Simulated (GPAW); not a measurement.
A run of GPAW 26.7.0:

The input run.py:

```python
from ase import Atoms
from ase.dft.bandgap import bandgap
from ase.io import write
from ase.units import GPa
from gpaw import GPAW, PW

atoms = Atoms(['Cd'],
              cell=[[-1.82000844, 1.784322, 1.784322],
                    [1.82000844, -1.784322, 1.784322],
                    [1.82000844, 1.784322, -1.784322]],
              scaled_positions=[[0.0, 0.0, 0.0]],
              pbc=True)

calc = GPAW(mode=PW(600),
            xc='PBE',
            kpts={'size': (10, 10, 10), 'gamma': True},
            occupations={'name': 'fermi-dirac', 'width': 0.05},
            nbands=13,
            convergence={'density': 1e-05, 'energy': 1e-05},
            maxiter=150,
            txt='gpaw.txt')
atoms.calc = calc
energy = atoms.get_potential_energy()
forces = atoms.get_forces()
stress = atoms.get_stress()
calc.write('gs.gpw')
write('result.traj', atoms)
print(f'Energy: {energy:.6f} eV')
print('Forces (eV/A):')
print(forces.round(4))
print('Stress (GPa):', (stress / GPa).round(3))
print('Fermi level:', round(calc.get_fermi_level(), 4), 'eV')
print(f'Gap: {bandgap(calc)[0]:.4f} eV, direct: {bandgap(calc, direct=True)[0]:.4f} eV')
```

Potentials or basis: GPAW PAW data sets (gpaw-data 1.2.1), pw.

Run with:

```console
$ OMP_NUM_THREADS=1 python run.py
```

Hardware: 1 thread of Arm Neoverse V1, with other jobs on the host.

Task: How long does it take, and how much memory?

Result: Wall time 20 s on 1 thread of Arm Neoverse V1, on a shared host, peak memory 0.15 GiB. Counts: scf iterations 8, plane waves 786, bands 13, k points 102.
